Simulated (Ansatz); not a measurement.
Born–Oppenheimer molecular dynamics of a periodic cell of 12 atoms, TiO$_{2}$ (start crystal TiO2, start structure I4_1/amd, volume 1.05 times the crystal's). It starts from an unrelaxed structure (largest force component 0.18 eV/Å).

Level of theory: Ansatz, DFT PBE-D3(BJ), scalar-relativistic, plane waves, PAW. Settings: accuracy low, PAW set soft_1, cutoff 420 eV, k mesh 4x4x2, fermi-dirac smearing 0.3 eV, no spin polarisation.

| Item | Value |
| --- | --- |
| ensemble | NVT, Langevin thermostat |
| time step | 1.12 fs |
| steps asked | 170 |
| set temperature | 3500 K |
| friction | 0.02 /fs |
| seed | 802633 |

Frames 1.12 fs apart, positions in Å.

Velocities at 168 fs (Å/ps):

```
Ti 10.54 -6.89 7.16
Ti 8.10 -10.47 -4.45
O -4.76 12.05 -16.23
O -32.46 4.06 -13.00
O -0.21 -8.00 -14.65
O 9.04 -23.60 -4.72
Ti -3.98 0.43 8.36
Ti -1.37 -1.50 -12.69
O 14.86 11.62 11.90
O 19.65 -7.69 1.52
O -17.49 -3.08 -10.66
O 10.32 11.75 10.85
```

```xyz
12
Lattice="3.8446 0.0000 0.0000 0.0000 3.8446 0.0000 0.0000 0.0000 9.7727" Properties=species:S:1:pos:R:3 time_fs=168 energy_less_start_eV=3.223 T=3372
Ti 0.020 -0.453 -0.542
Ti 0.467 1.568 1.895
O 0.481 1.970 3.796
O -0.077 -0.518 1.474
O 0.191 1.745 -0.080
O 0.246 -0.422 7.252
Ti 2.395 1.784 4.152
Ti 2.079 -0.450 6.701
O 2.312 -0.237 8.872
O 2.708 1.606 6.219
O 2.148 -0.212 4.600
O 2.246 1.739 2.288
12
Lattice="3.8446 0.0000 0.0000 0.0000 3.8446 0.0000 0.0000 0.0000 9.7727" Properties=species:S:1:pos:R:3 time_fs=169.12 energy_less_start_eV=3.387 T=3332
Ti 0.033 -0.460 -0.535
Ti 0.476 1.556 1.889
O 0.475 1.983 3.775
O -0.112 -0.512 1.461
O 0.191 1.736 -0.095
O 0.258 -0.449 7.248
Ti 2.390 1.786 4.161
Ti 2.076 -0.452 6.687
O 2.327 -0.222 8.887
O 2.729 1.600 6.218
O 2.130 -0.214 4.591
O 2.257 1.752 2.302
12
Lattice="3.8446 0.0000 0.0000 0.0000 3.8446 0.0000 0.0000 0.0000 9.7727" Properties=species:S:1:pos:R:3 time_fs=170.24 energy_less_start_eV=3.523 T=3036
Ti 0.047 -0.466 -0.528
Ti 0.483 1.545 1.883
O 0.470 1.994 3.753
O -0.144 -0.502 1.451
O 0.190 1.725 -0.108
O 0.271 -0.478 7.247
Ti 2.385 1.790 4.169
Ti 2.073 -0.453 6.674
O 2.338 -0.207 8.904
O 2.749 1.594 6.215
O 2.114 -0.218 4.587
O 2.268 1.764 2.315
12
Lattice="3.8446 0.0000 0.0000 0.0000 3.8446 0.0000 0.0000 0.0000 9.7727" Properties=species:S:1:pos:R:3 time_fs=171.36 energy_less_start_eV=3.633 T=3145
Ti 0.064 -0.473 -0.522
Ti 0.488 1.536 1.875
O 0.468 2.005 3.734
O -0.175 -0.491 1.443
O 0.190 1.715 -0.121
O 0.287 -0.509 7.245
Ti 2.376 1.791 4.176
Ti 2.071 -0.454 6.662
O 2.344 -0.192 8.922
O 2.769 1.586 6.211
O 2.101 -0.220 4.586
O 2.282 1.776 2.329
12
Lattice="3.8446 0.0000 0.0000 0.0000 3.8446 0.0000 0.0000 0.0000 9.7727" Properties=species:S:1:pos:R:3 time_fs=172.48 energy_less_start_eV=3.749 T=2811
Ti 0.082 -0.480 -0.517
Ti 0.492 1.529 1.867
O 0.466 2.016 3.715
O -0.201 -0.483 1.437
O 0.194 1.706 -0.132
O 0.303 -0.542 7.237
Ti 2.368 1.791 4.182
Ti 2.068 -0.452 6.650
O 2.348 -0.176 8.940
O 2.787 1.579 6.207
O 2.091 -0.218 4.584
O 2.297 1.784 2.344
12
Lattice="3.8446 0.0000 0.0000 0.0000 3.8446 0.0000 0.0000 0.0000 9.7727" Properties=species:S:1:pos:R:3 time_fs=173.6 energy_less_start_eV=3.826 T=2634
Ti 0.101 -0.488 -0.513
Ti 0.495 1.523 1.858
O 0.462 2.028 3.697
O -0.219 -0.474 1.430
O 0.202 1.694 -0.143
O 0.320 -0.573 7.226
Ti 2.359 1.791 4.189
Ti 2.068 -0.449 6.638
O 2.350 -0.166 8.957
O 2.802 1.573 6.205
O 2.084 -0.215 4.583
O 2.314 1.791 2.356
12
Lattice="3.8446 0.0000 0.0000 0.0000 3.8446 0.0000 0.0000 0.0000 9.7727" Properties=species:S:1:pos:R:3 time_fs=174.72 energy_less_start_eV=3.820 T=2394
Ti 0.118 -0.495 -0.509
Ti 0.497 1.517 1.847
O 0.456 2.040 3.679
O -0.233 -0.460 1.424
O 0.213 1.676 -0.154
O 0.339 -0.598 7.217
Ti 2.350 1.794 4.196
Ti 2.067 -0.446 6.627
O 2.348 -0.158 8.975
O 2.809 1.567 6.205
O 2.082 -0.213 4.585
O 2.329 1.798 2.363
12
Lattice="3.8446 0.0000 0.0000 0.0000 3.8446 0.0000 0.0000 0.0000 9.7727" Properties=species:S:1:pos:R:3 time_fs=175.84 energy_less_start_eV=3.778 T=2253
Ti 0.134 -0.501 -0.504
Ti 0.499 1.509 1.839
O 0.451 2.047 3.659
O -0.243 -0.443 1.417
O 0.227 1.657 -0.160
O 0.359 -0.622 7.212
Ti 2.341 1.795 4.202
Ti 2.064 -0.442 6.616
O 2.338 -0.154 8.994
O 2.810 1.566 6.207
O 2.079 -0.211 4.587
O 2.343 1.806 2.362
12
Lattice="3.8446 0.0000 0.0000 0.0000 3.8446 0.0000 0.0000 0.0000 9.7727" Properties=species:S:1:pos:R:3 time_fs=176.96 energy_less_start_eV=3.700 T=2119
Ti 0.149 -0.505 -0.500
Ti 0.501 1.503 1.831
O 0.445 2.050 3.643
O -0.250 -0.423 1.411
O 0.240 1.640 -0.164
O 0.380 -0.647 7.209
Ti 2.333 1.796 4.209
Ti 2.061 -0.439 6.605
O 2.323 -0.156 9.011
O 2.804 1.565 6.211
O 2.077 -0.212 4.591
O 2.356 1.811 2.353
12
Lattice="3.8446 0.0000 0.0000 0.0000 3.8446 0.0000 0.0000 0.0000 9.7727" Properties=species:S:1:pos:R:3 time_fs=178.08 energy_less_start_eV=3.599 T=1940
Ti 0.162 -0.509 -0.497
Ti 0.503 1.500 1.824
O 0.438 2.051 3.631
O -0.250 -0.404 1.405
O 0.250 1.623 -0.170
O 0.402 -0.671 7.209
Ti 2.325 1.797 4.217
Ti 2.060 -0.437 6.594
O 2.304 -0.161 9.025
O 2.797 1.564 6.216
O 2.077 -0.214 4.598
O 2.366 1.807 2.341
12
Lattice="3.8446 0.0000 0.0000 0.0000 3.8446 0.0000 0.0000 0.0000 9.7727" Properties=species:S:1:pos:R:3 time_fs=179.2 energy_less_start_eV=3.502 T=2020
Ti 0.173 -0.514 -0.493
Ti 0.503 1.496 1.816
O 0.431 2.051 3.623
O -0.244 -0.386 1.402
O 0.258 1.606 -0.177
O 0.427 -0.693 7.213
Ti 2.317 1.797 4.226
Ti 2.060 -0.435 6.581
O 2.281 -0.165 9.037
O 2.788 1.563 6.220
O 2.077 -0.216 4.601
O 2.372 1.799 2.330
12
Lattice="3.8446 0.0000 0.0000 0.0000 3.8446 0.0000 0.0000 0.0000 9.7727" Properties=species:S:1:pos:R:3 time_fs=180.32 energy_less_start_eV=3.418 T=2348
Ti 0.183 -0.519 -0.489
Ti 0.501 1.492 1.809
O 0.421 2.051 3.617
O -0.236 -0.367 1.398
O 0.266 1.587 -0.182
O 0.454 -0.713 7.219
Ti 2.308 1.795 4.236
Ti 2.061 -0.434 6.569
O 2.254 -0.167 9.046
O 2.776 1.567 6.220
O 2.079 -0.221 4.600
O 2.375 1.790 2.320
```

Of the whole run (190 fs, mean temperature of the second half 3093 K): The mean temperature of the second half is 12 % below the set value. A run of 0.19 ps of so small a system gives no equilibrium averages. Limits of this set-up: low accuracy level.

Time of the run: 20 min on 2 threads of Intel(R) Xeon(R) Platinum 8259CL CPU @ 2.50GHz (Skylake/Cascade Lake), with other jobs on the host, peak memory 0.66 GiB.
